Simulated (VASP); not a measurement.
Runs of VASP 6.6.1 on LiH. It takes space group P-3m1 (No. 164, trigonal). The conventional cell has a = 2.813 Å, b = 2.813 Å, c = 11.842 Å, α = 90.00°, β = 90.00°, γ = 120.00°. Around Li (site symmetry 3m) lie 6 H at 1.99 to 2.04 Å. Li (site symmetry -3m) is surrounded by 6 H at 2.03 Å. Li (site symmetry 3m) is surrounded by 6 H at 1.99 Å. H (site symmetry 3m) has 6 Li at 1.99 Å as nearest neighbours. Around H (site symmetry 3m) lie 6 Li at 2.03 to 2.04 Å. H (site symmetry -3m) has 6 Li at 1.99 Å as nearest neighbours. The cell was built by a generator and needn't be a form met in nature.

```csv
cell,target pressure,gap on the mesh (eV),pressure (GPa),largest force (eV/Å)
relaxed to 30 GPa,30 GPa,2.82,29.9,0.01
relaxed to 2 GPa,2 GPa,(b),1.9,0.01
relaxed to 10 GPa,10 GPa,3.02,10.0,0.01
relaxed to 5 GPa,5 GPa,3.06,5.0,0.01
relaxed to 20 GPa,20 GPa,(a),20.0,0.01
```

Alike in all rows: task relaxation of cell and atoms; level LDA; potentials or basis VASP PAW LDA potentials, release 64 (Li_sv, H); no spin polarisation; k mesh 8 × 8 × 3; cutoff (eV) 600; smearing fermi-dirac 0.05 eV.

**Question.** Fill in the values left out.

**Answer.** (a) 2.92; (b) 3.09.

Caveats: the cutoff is under 1.25 times the usual one of these potentials, so pressure, stress and relaxed cells hold a basis-set (Pulay) error; the cell is relaxed towards a set pressure, so the enthalpy falls and the energy may rise; an odd mesh through Γ misses points on the zone boundary, where band edges often lie.
